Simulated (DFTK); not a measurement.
Crystal: ZnO (zincite).

```xyz
4
Lattice="3.2493 0.0000 0.0000 -1.6247 2.8140 0.0000 0.0000 0.0000 5.2057" Properties=species:S:1:pos:R:3 pbc="T T T"
Zn    1.6247    0.9380    0.0000
Zn    0.0000    1.8760    2.6029
O     0.0000    1.8760    4.5759
O     1.6247    0.9380    1.9730
```

Program: DFTK 0.8.2. Alike in all runs: no spin polarisation; cell as given; smearing fermi-dirac 0.05 eV.

Q: Order these runs on this cell by their band gap on the k mesh, lowest first.
A. level PBE0; potentials or basis SG15 1.2 (PBE); k mesh 2 × 2 × 1; cutoff (eV) 952; SCF tolerance on the density 1e-05; symmetries used no; mesh quality coarse
B. level BJ06; potentials or basis in-house norm-conserving set (r2SCAN, scalar relativistic); k mesh 5 × 5 × 3; cutoff (eV) 1306; SCF tolerance on the density 1e-06; mesh quality coarse
C. level PBEsol; potentials or basis SG15 1.2 (PBE); k mesh 7 × 7 × 4; cutoff (eV) 952; SCF tolerance on the density 1e-06; mesh quality not flagged
D. level r2SCAN; potentials or basis in-house norm-conserving set (r2SCAN, scalar relativistic); k mesh 5 × 5 × 3; cutoff (eV) 1306; SCF tolerance on the density 1e-06; mesh quality coarse

A: C (0.65 eV), D (1.28 eV), B (1.58 eV), A (3.44 eV).

Caveats: some runs use coarse meshes; the program warned that the kinetic-energy density falls under its von Weizsäcker bound, which can give unphysical results (some runs); the program's treatment of exact exchange at zero wave vector lowers gaps by one to five hundredths of an eV on this mesh and cutoff (some runs); the program leaves the constant c of mgga_x_tb09 at 1, so the potential is Becke-Johnson's (BJ06) and not Tran and Blaha's, with levels but no total energy (some runs).

Runs at the PBE level aren't shown here.
